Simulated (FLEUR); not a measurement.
# TiC (Fm-3m) in FLEUR: notebook

Runs on TiC. Level: SCAN. Tasks: band structure, equation of state.

Program: FLEUR MaX-R8.1 (later development tree). These are calculated values, not measurements. Logs are shortened: lines on timing, memory, paths and dates and some standing lists are left out, and cuts for length are marked.

### 1 The structure

Symmetry: Fm-3m, No. 225, cubic system. The conventional cell has a = 4.331 Å, b = 4.331 Å, c = 4.331 Å, α = 90.00°, β = 90.00°, γ = 90.00°. Ti (site symmetry m-3m) is surrounded by 6 C at 2.17 Å. C (site symmetry m-3m) has 6 Ti at 2.17 Å as nearest neighbours.

The cell is a database's computed one.

### 2 Band structure, SCAN

inp.xml

```xml
<?xml version="1.0" encoding="UTF-8" standalone="no"?>
<fleurInput fleurInputVersion="0.39">
   <comment>
      TiC                                                                                                 
   </comment>
   <calculationSetup>
      <cutoffs Kmax="4.56" Gmax="14.1" GmaxXC="14.1" numbands="0"/>
      <scfLoop itmax="80" minDistance="0.0001" maxIterBroyd="30" imix="Anderson" alpha="0.05" precondParam="0.0" spinf="2.0" sdNocoIR="T"/>
      <coreElectrons ctail="F" frcor="F" kcrel="0" coretail_lmax="0"/>
      <xcFunctional name="LibXC" relativisticCorrections="F">
         <LibXCName exchange="mgga_x_scan" correlation="mgga_c_scan"/>
         <AuxGGA exchange="117" correlation="130"/>
      </xcFunctional>
      <magnetism jspins="1"/>
      <soc l_soc="F" theta="0.0" phi="0.0" spav="F"/>
      <expertModes spex="0" secvar="F"/>
      <geometryOptimization l_f="F" forcealpha="1.0" forcemix="BFGS" epsdisp="0.00001" epsforce="0.00001"/>
      <ldaU l_linMix="F" mixParam="0.05" spinf="1.0"/>
   </calculationSetup>
   <cell>
      <bzIntegration valenceElectrons="16.0" mode="hist" fermiSmearingEnergy="0.00183747">
         <kPointListSelection listName="default-1"/>
         <!-- k-points included here -->
         <xi:include xmlns:xi="http://www.w3.org/2001/XInclude" href="kpts.xml"> </xi:include>
      </bzIntegration>
[... 33 lines left out ...]
            <stateOccupation state="(2p1/2)" spinUp="0.333333" spinDown="0.333333"/>
            <stateOccupation state="(2p3/2)" spinUp="0.666667" spinDown="0.666667"/>
         </electronConfig>
         <energyParameters s="2" p="2" d="3" f="4"/>
         <lo type="SCLO" l="0" n="2" eDeriv="2"/>
         <lo type="SCLO" l="1" n="2" eDeriv="2"/>
         <lo type="SCLO" l="2" n="3" eDeriv="2"/>
      </species>
   </atomSpecies>
   <atomGroups>
      <atomGroup species="Titanium (Ti)">
         <relPos label="                   1">.0000000000 .0000000000 .0000000000</relPos>
         <force calculate="T" relaxXYZ="TTT"/>
      </atomGroup>
      <atomGroup species="Carbon (C)">
         <relPos label="                   2">1.000/2.000 1.000/2.000 1.000/2.000</relPos>
         <force calculate="T" relaxXYZ="TTT"/>
      </atomGroup>
   </atomGroups>
   <output dos="F" band="F" slice="F">
      <checks vchk="F" cdinf="F"/>
      <bandDOS minEnergy="-.5*Htr" maxEnergy="0.5*Htr" sigma="0.015" storeEVData="T"/>
      <vacuumDOS vacdos="F" integ="F" star="F" nstars="0" locx1="0.0" locy1="0.0" locx2="0.0" locy2="0.0" nstm="0" tworkf="0.0"/>
      <unfoldingBand unfoldBand="F" supercellX="1" supercellY="1" supercellZ="1"/>
      <plotting iplot="0" polar="F">
         <plot TwoD="T" vec1="  1.0  0.0  0.0" vec2="  0.0  1.0  0.0" vec3="  0.0  0.0  1.0" zero="  0.0  0.0  0.0" file="plot"/>
      </plotting>
      <chargeDensitySlicing numkpt="0" minEigenval="0.0" maxEigenval="0.0" nnne="0" pallst="F"/>
      <specialOutput eonly="F"/>
      <moessbauerParams electricFieldGradient="T" isomerShift="T" coreHyperfine="T" valenceHyperfine="T"/>
      <magneticCircularDichroism mcd="F" energyLo="-10.0" energyUp="0.0"/>
   </output>
  <!-- We include the file relax.xml here to enable relaxations (see documentation) -->
  <xi:include xmlns:xi="http://www.w3.org/2001/XInclude" href="relax.xml"> <xi:fallback/> </xi:include>
</fleurInput>
```

crystal.txt

```
TiC
&input cartesian=F /
0.0000000000  2.1657188437  2.1657188437
2.1657188437  0.0000000000  2.1657188437
2.1657188437  2.1657188437  0.0000000000
1.8897261246
1.0 1.0 1.0

2
22 0.0000000000  0.0000000000  0.0000000000
6 0.5000000000  0.5000000000  0.5000000000

&kpt div1=11 div2=11 div3=11 gamma=T /
```

inp.xml (bands)

```
<?xml version="1.0" encoding="UTF-8" standalone="no"?>
<fleurInput fleurInputVersion="0.39">
   <comment>
      TiC                                                                                                 
   </comment>
   <calculationSetup>
      <cutoffs Kmax="4.56" Gmax="14.1" GmaxXC="14.1" numbands="0"/>
      <scfLoop itmax="80" minDistance="0.0001" maxIterBroyd="30" imix="Anderson" alpha="0.05" precondParam="0.0" spinf="2.0" sdNocoIR="T"/>
      <coreElectrons ctail="F" frcor="F" kcrel="0" coretail_lmax="0"/>
      <xcFunctional name="LibXC" relativisticCorrections="F">
         <LibXCName exchange="mgga_x_scan" correlation="mgga_c_scan"/>
         <AuxGGA exchange="117" correlation="130"/>
      </xcFunctional>
      <magnetism jspins="1"/>
      <soc l_soc="F" theta="0.0" phi="0.0" spav="F"/>
      <expertModes spex="0" secvar="F"/>
      <geometryOptimization l_f="F" forcealpha="1.0" forcemix="BFGS" epsdisp="0.00001" epsforce="0.00001"/>
      <ldaU l_linMix="F" mixParam="0.05" spinf="1.0"/>
   </calculationSetup>
   <cell>
      <bzIntegration valenceElectrons="16.0" mode="hist" fermiSmearingEnergy="0.00183747">
         <kPointListSelection listName="path-1"/>
         <!-- k-points included here -->
         <xi:include xmlns:xi="http://www.w3.org/2001/XInclude" href="kpts.xml"> </xi:include>
      </bzIntegration>
      <!-- symmetry operations included here -->
[... 33 lines left out ...]
            <stateOccupation state="(2p3/2)" spinUp="0.666667" spinDown="0.666667"/>
         </electronConfig>
         <energyParameters s="2" p="2" d="3" f="4"/>
         <lo type="SCLO" l="0" n="2" eDeriv="2"/>
         <lo type="SCLO" l="1" n="2" eDeriv="2"/>
         <lo type="SCLO" l="2" n="3" eDeriv="2"/>
      </species>
   </atomSpecies>
   <atomGroups>
      <atomGroup species="Titanium (Ti)">
         <relPos label="                   1">.0000000000 .0000000000 .0000000000</relPos>
         <force calculate="T" relaxXYZ="TTT"/>
      </atomGroup>
      <atomGroup species="Carbon (C)">
         <relPos label="                   2">1.000/2.000 1.000/2.000 1.000/2.000</relPos>
         <force calculate="T" relaxXYZ="TTT"/>
      </atomGroup>
   </atomGroups>
   <output dos="F" band="T" slice="F">
      <checks vchk="F" cdinf="F"/>
      <bandDOS minEnergy="-.5*Htr" maxEnergy="0.5*Htr" sigma="0.015" storeEVData="T"/>
      <vacuumDOS vacdos="F" integ="F" star="F" nstars="0" locx1="0.0" locy1="0.0" locx2="0.0" locy2="0.0" nstm="0" tworkf="0.0"/>
      <unfoldingBand unfoldBand="F" supercellX="1" supercellY="1" supercellZ="1"/>
      <plotting iplot="0" polar="F">
         <plot TwoD="T" vec1="  1.0  0.0  0.0" vec2="  0.0  1.0  0.0" vec3="  0.0  0.0  1.0" zero="  0.0  0.0  0.0" file="plot"/>
      </plotting>
      <chargeDensitySlicing numkpt="0" minEigenval="0.0" maxEigenval="0.0" nnne="0" pallst="F"/>
      <specialOutput eonly="F"/>
      <moessbauerParams electricFieldGradient="T" isomerShift="T" coreHyperfine="T" valenceHyperfine="T"/>
      <magneticCircularDichroism mcd="F" energyLo="-10.0" energyUp="0.0"/>
   </output>
  <!-- We include the file relax.xml here to enable relaxations (see documentation) -->
  <xi:include xmlns:xi="http://www.w3.org/2001/XInclude" href="relax.xml"> <xi:fallback/> </xi:include>
</fleurInput>
```

Potentials or basis: all-electron, FLAPW.

On the command line:

```
inpgen -f crystal.txt -profile fastHighL
# inp.xml edited to the form shown
fleur_MPI
fleur_MPI   # second run, on inp.xml (bands)
```

The program printed:

```text
Welcome to FLEUR        (www.flapw.de)
      MaX-Release 8.1          (www.max-centre.eu)
 func_ids         267         263         267         263
 MetaGGA potential functional detected - V_tau will be computed
 Auxiliary Potential for radial basis: exchange=         117  correlation=         130
The functional 'SCAN exchange of Sun, Ruzsinszky, and Perdew' is an exchange functional, it belongs to the 'MGGA' family and is defined in the reference(s):
[1] J. Sun, A. Ruzsinszky, and J. P. Perdew.,  Phys. Rev. Lett. 115, 036402 (2015)
The functional 'SCAN correlation of Sun, Ruzsinszky, and Perdew' is a correlation functional, it belongs to the 'MGGA' family and is defined in the reference(s):
[1] J. Sun, A. Ruzsinszky, and J. P. Perdew.,  Phys. Rev. Lett. 115, 036402 (2015)
 Using same functional for VXC and EXC

 ========== k-point set info ==========
 Selected k-point list: default-1
 k-point list type: mesh
 11 x 11 x 11
 Number of k points: 56

 ------------Calculation Setup---------------------------
 Number of MPI-tasks      :            1
 Number of PE/node        :            1
 Number of OMP-threads    :            1
 Most efficient MPI parallelization for:
           1           2           4           7           8          14          28          56
 Additional eigenvalue parallelization possible
 Number of basis functions:          299
 Approximate size of matrices (H+S) per k-point:         0.001 GB
 --------------------------------------------------------
The functional 'Hammer, Hansen, and Norskov' is an exchange functional, it belongs to the 'GGA' family and is defined in the reference(s):
[1] B. Hammer, L. B. Hansen, and J. K. Nørskov.,  Phys. Rev. B 59, 7413 (1999)
The functional 'Perdew, Burke & Ernzerhof' is a correlation functional, it belongs to the 'GGA' family and is defined in the reference(s):
[1] J. P. Perdew, K. Burke, and M. Ernzerhof.,  Phys. Rev. Lett. 77, 3865 (1996)
[2] J. P. Perdew, K. Burke, and M. Ernzerhof.,  Phys. Rev. Lett. 78, 1396 (1997)
 Using same functional for VXC and EXC
 Using auxiliary GGA potential for the first iteration of MetaGGA calculation.
Nuclear radius smaller than smallest radial mesh point for atom type 2 -- skipping its core isomer shift
Nuclear radius smaller than smallest radial mesh point for atom type 2 -- skipping its isomer shift
 Reset of history
 Reset of history
 Iteration:     1   Distance:      32.85491284 me/bohr^3
The functional 'Hammer, Hansen, and Norskov' is an exchange functional, it belongs to the 'GGA' family and is defined in the reference(s):
[1] B. Hammer, L. B. Hansen, and J. K. Nørskov.,  Phys. Rev. B 59, 7413 (1999)
The functional 'Perdew, Burke & Ernzerhof' is a correlation functional, it belongs to the 'GGA' family and is defined in the reference(s):
[1] J. P. Perdew, K. Burke, and M. Ernzerhof.,  Phys. Rev. Lett. 77, 3865 (1996)
[2] J. P. Perdew, K. Burke, and M. Ernzerhof.,  Phys. Rev. Lett. 78, 1396 (1997)
 Using same functional for VXC and EXC
Nuclear radius smaller than smallest radial mesh point for atom type 2 -- skipping its core isomer shift
Nuclear radius smaller than smallest radial mesh point for atom type 2 -- skipping its isomer shift
 Iteration:     2   Distance:      25.93676599 me/bohr^3
The functional 'Hammer, Hansen, and Norskov' is an exchange functional, it belongs to the 'GGA' family and is defined in the reference(s):
[1] B. Hammer, L. B. Hansen, and J. K. Nørskov.,  Phys. Rev. B 59, 7413 (1999)
The functional 'Perdew, Burke & Ernzerhof' is a correlation functional, it belongs to the 'GGA' family and is defined in the reference(s):
[1] J. P. Perdew, K. Burke, and M. Ernzerhof.,  Phys. Rev. Lett. 77, 3865 (1996)
[2] J. P. Perdew, K. Burke, and M. Ernzerhof.,  Phys. Rev. Lett. 78, 1396 (1997)
 Using same functional for VXC and EXC
Nuclear radius smaller than smallest radial mesh point for atom type 2 -- skipping its core isomer shift
Nuclear radius smaller than smallest radial mesh point for atom type 2 -- skipping its isomer shift
[... 3 lines left out ...]
The functional 'Perdew, Burke & Ernzerhof' is a correlation functional, it belongs to the 'GGA' family and is defined in the reference(s):
[1] J. P. Perdew, K. Burke, and M. Ernzerhof.,  Phys. Rev. Lett. 77, 3865 (1996)
[2] J. P. Perdew, K. Burke, and M. Ernzerhof.,  Phys. Rev. Lett. 78, 1396 (1997)
 Using same functional for VXC and EXC
Nuclear radius smaller than smallest radial mesh point for atom type 2 -- skipping its core isomer shift
Nuclear radius smaller than smallest radial mesh point for atom type 2 -- skipping its isomer shift
 Iteration:     4   Distance:      11.92961080 me/bohr^3
The functional 'Hammer, Hansen, and Norskov' is an exchange functional, it belongs to the 'GGA' family and is defined in the reference(s):
[1] B. Hammer, L. B. Hansen, and J. K. Nørskov.,  Phys. Rev. B 59, 7413 (1999)
The functional 'Perdew, Burke & Ernzerhof' is a correlation functional, it belongs to the 'GGA' family and is defined in the reference(s):
[1] J. P. Perdew, K. Burke, and M. Ernzerhof.,  Phys. Rev. Lett. 77, 3865 (1996)
[2] J. P. Perdew, K. Burke, and M. Ernzerhof.,  Phys. Rev. Lett. 78, 1396 (1997)
 Using same functional for VXC and EXC
Nuclear radius smaller than smallest radial mesh point for atom type 2 -- skipping its core isomer shift
Nuclear radius smaller than smallest radial mesh point for atom type 2 -- skipping its isomer shift
 Iteration:     5   Distance:      10.26252312 me/bohr^3
The functional 'Hammer, Hansen, and Norskov' is an exchange functional, it belongs to the 'GGA' family and is defined in the reference(s):
[1] B. Hammer, L. B. Hansen, and J. K. Nørskov.,  Phys. Rev. B 59, 7413 (1999)
The functional 'Perdew, Burke & Ernzerhof' is a correlation functional, it belongs to the 'GGA' family and is defined in the reference(s):
[1] J. P. Perdew, K. Burke, and M. Ernzerhof.,  Phys. Rev. Lett. 77, 3865 (1996)
[2] J. P. Perdew, K. Burke, and M. Ernzerhof.,  Phys. Rev. Lett. 78, 1396 (1997)
[... 63 lines left out ...]
 Using same functional for VXC and EXC
Nuclear radius smaller than smallest radial mesh point for atom type 2 -- skipping its core isomer shift
Nuclear radius smaller than smallest radial mesh point for atom type 2 -- skipping its isomer shift
 Iteration:    13   Distance:       0.00640688 me/bohr^3
The functional 'Hammer, Hansen, and Norskov' is an exchange functional, it belongs to the 'GGA' family and is defined in the reference(s):
[1] B. Hammer, L. B. Hansen, and J. K. Nørskov.,  Phys. Rev. B 59, 7413 (1999)
The functional 'Perdew, Burke & Ernzerhof' is a correlation functional, it belongs to the 'GGA' family and is defined in the reference(s):
[1] J. P. Perdew, K. Burke, and M. Ernzerhof.,  Phys. Rev. Lett. 77, 3865 (1996)
[2] J. P. Perdew, K. Burke, and M. Ernzerhof.,  Phys. Rev. Lett. 78, 1396 (1997)
 Using same functional for VXC and EXC
Nuclear radius smaller than smallest radial mesh point for atom type 2 -- skipping its core isomer shift
Nuclear radius smaller than smallest radial mesh point for atom type 2 -- skipping its isomer shift
 Iteration:    14   Distance:       0.00242972 me/bohr^3
The functional 'Hammer, Hansen, and Norskov' is an exchange functional, it belongs to the 'GGA' family and is defined in the reference(s):
[1] B. Hammer, L. B. Hansen, and J. K. Nørskov.,  Phys. Rev. B 59, 7413 (1999)
The functional 'Perdew, Burke & Ernzerhof' is a correlation functional, it belongs to the 'GGA' family and is defined in the reference(s):
[1] J. P. Perdew, K. Burke, and M. Ernzerhof.,  Phys. Rev. Lett. 77, 3865 (1996)
[2] J. P. Perdew, K. Burke, and M. Ernzerhof.,  Phys. Rev. Lett. 78, 1396 (1997)
 Using same functional for VXC and EXC
Nuclear radius smaller than smallest radial mesh point for atom type 2 -- skipping its core isomer shift
Nuclear radius smaller than smallest radial mesh point for atom type 2 -- skipping its isomer shift
 Iteration:    15   Distance:       0.00019058 me/bohr^3
The functional 'Hammer, Hansen, and Norskov' is an exchange functional, it belongs to the 'GGA' family and is defined in the reference(s):
[1] B. Hammer, L. B. Hansen, and J. K. Nørskov.,  Phys. Rev. B 59, 7413 (1999)
The functional 'Perdew, Burke & Ernzerhof' is a correlation functional, it belongs to the 'GGA' family and is defined in the reference(s):
[1] J. P. Perdew, K. Burke, and M. Ernzerhof.,  Phys. Rev. Lett. 77, 3865 (1996)
[2] J. P. Perdew, K. Burke, and M. Ernzerhof.,  Phys. Rev. Lett. 78, 1396 (1997)
 Using same functional for VXC and EXC
Nuclear radius smaller than smallest radial mesh point for atom type 2 -- skipping its core isomer shift
Nuclear radius smaller than smallest radial mesh point for atom type 2 -- skipping its isomer shift
 Iteration:    16   Distance:       0.00005943 me/bohr^3

 ********************************************************************
 Run finished successfully
 Stop message:
   all done
 ********************************************************************
```

It took 33 s on 1 thread of Arm Neoverse V2, shared host; peak memory 0.06 GiB.

What came out:

| Property | Result |
| --- | --- |
| Free energy | -24280.3011 eV |
| Band gap along the path | none (metal or under the smearing width) |
| Valence electrons inside the program's atomic spheres | Ti 9.89; C 2.85 (radii Ti 2.15, C 1.64 bohr) |

Levels at the corners of the path, in eV from the Fermi level:
```csv
point,band 5,band 6,band 7,band 8,band 9,band 10,band 11,band 12
Γ,-13.33,0.76,0.76,0.76,1.60,1.60,1.60,1.71
X,-10.99,-3.78,-1.63,-0.21,-0.21,2.73,3.66,3.66
W,-10.39,-3.41,-3.41,-2.97,2.89,2.89,3.67,5.20
K,-10.46,-3.72,-3.66,-1.96,1.51,3.28,3.97,5.56
Γ,-13.33,0.76,0.76,0.76,1.60,1.60,1.60,1.71
L,-9.78,-6.19,-3.16,-3.16,3.04,3.04,4.28,8.44
U,-10.46,-3.72,-3.66,-1.96,1.51,3.28,3.97,5.56
W,-10.39,-3.41,-3.41,-2.97,2.89,2.89,3.67,5.20
L,-9.78,-6.19,-3.16,-3.16,3.04,3.04,4.28,8.44
K,-10.46,-3.72,-3.66,-1.96,1.51,3.28,3.97,5.56
U,-10.46,-3.72,-3.66,-1.96,1.51,3.28,3.97,5.56
X,-10.99,-3.78,-1.63,-0.21,-0.21,2.73,3.66,3.66
```

Core levels (eV from the Fermi level):
| atom | levels |
| --- | --- |
| 1 Ti | 1s1/2 -4863.1, 2s1/2 -531.6, 2p1/2 -442.6, 2p3/2 -436.8 |
| 2 C | 1s1/2 -264.7 |

Caveat: the meta-GGA is that of a development version, with a GGA for the radial functions and cores and without core tails.

### 3 Equation of state, SCAN, 9.55 Å³/atom (volume scaled by 0.94)

Changes to inp.xml since step 2:

```diff
@@ -6,3 +6,3 @@
    <calculationSetup>
-      <cutoffs Kmax="4.56" Gmax="14.1" GmaxXC="14.1" numbands="0"/>
+      <cutoffs Kmax="4.71" Gmax="14.6" GmaxXC="14.6" numbands="0"/>
       <scfLoop itmax="80" minDistance="0.0001" maxIterBroyd="30" imix="Anderson" alpha="0.05" precondParam="0.0" spinf="2.0" sdNocoIR="T"/>
@@ -27,3 +27,3 @@
       <xi:include xmlns:xi="http://www.w3.org/2001/XInclude" href="sym.xml"> </xi:include>
-      <bulkLattice scale="1.0">
+      <bulkLattice scale="0.9795861087">
          <bravaisMatrix>
@@ -37,3 +37,3 @@
       <species name="Titanium (Ti)" element="Ti" atomicNumber="22">
-         <mtSphere radius="2.15" gridPoints="711" logIncrement="0.017"/>
+         <mtSphere radius="2.08" gridPoints="711" logIncrement="0.017"/>
          <atomicCutoffs lmax="9" lnonsphr="9"/>
@@ -53,3 +53,3 @@
       <species name="Carbon (C)" element="C" atomicNumber="6">
-         <mtSphere radius="1.64" gridPoints="543" logIncrement="0.019"/>
+         <mtSphere radius="1.59" gridPoints="543" logIncrement="0.019"/>
          <atomicCutoffs lmax="8" lnonsphr="8"/>
```

Potentials or basis: all-electron, FLAPW.

On the command line:

```
inpgen -f crystal.txt -profile fastHighL
# inp.xml edited to the form shown
fleur_MPI
```

It took 34 s on 1 thread of Arm Neoverse V2, shared host; peak memory 0.08 GiB.

Results (log left out):

- Free energy: -24280.2541 eV
- Band gap on the k mesh: none (metal or under the smearing width)
- Valence electrons inside the program's atomic spheres: Ti 9.79; C 2.75 (radii Ti 2.08, C 1.59 bohr)

Caveat: the meta-GGA is that of a development version, with a GGA for the radial functions and cores and without core tails.

### 4 Equation of state, SCAN, 9.75 Å³/atom (volume scaled by 0.96)

Changes to inp.xml since step 3:

```diff
@@ -27,3 +27,3 @@
       <xi:include xmlns:xi="http://www.w3.org/2001/XInclude" href="sym.xml"> </xi:include>
-      <bulkLattice scale="0.9795861087">
+      <bulkLattice scale="0.9864848297">
          <bravaisMatrix>
```

On the command line:

```
inpgen -f crystal.txt -profile fastHighL
# inp.xml edited to the form shown
fleur_MPI
```

Run time: 34 s. Hardware: 1 thread of Arm Neoverse V2, shared host; peak memory 0.09 GiB.

It converged, with:

```yaml
Free_energy: -24280.2858 eV
Band_gap_on_the_k_mesh: none (metal or under the smearing width)
Valence_electrons_inside_the_program's_atomic_spheres: Ti 9.76; C 2.73 (radii Ti 2.08, C 1.59 bohr)
```

Caveat: the meta-GGA is that of a development version, with a GGA for the radial functions and cores and without core tails.

### 5 Equation of state, SCAN, 10.16 Å³/atom

Changes to inp.xml since step 4:

```diff
@@ -27,3 +27,3 @@
       <xi:include xmlns:xi="http://www.w3.org/2001/XInclude" href="sym.xml"> </xi:include>
-      <bulkLattice scale="0.9864848297">
+      <bulkLattice scale="1.0000000000">
          <bravaisMatrix>
```

On the command line:

```
inpgen -f crystal.txt -profile fastHighL
# inp.xml edited to the form shown
fleur_MPI
```

Run time: 33 s. Hardware: 1 thread of Arm Neoverse V2, shared host; peak memory 0.09 GiB.

Results (log left out):

```yaml
Free_energy: -24280.3032 eV
Band_gap_on_the_k_mesh: none (metal or under the smearing width)
Valence_electrons_inside_the_program's_atomic_spheres: Ti 9.71; C 2.70 (radii Ti 2.08, C 1.59 bohr)
```

Caveat: the meta-GGA is that of a development version, with a GGA for the radial functions and cores and without core tails.

(Continued in part 2 of 2.)
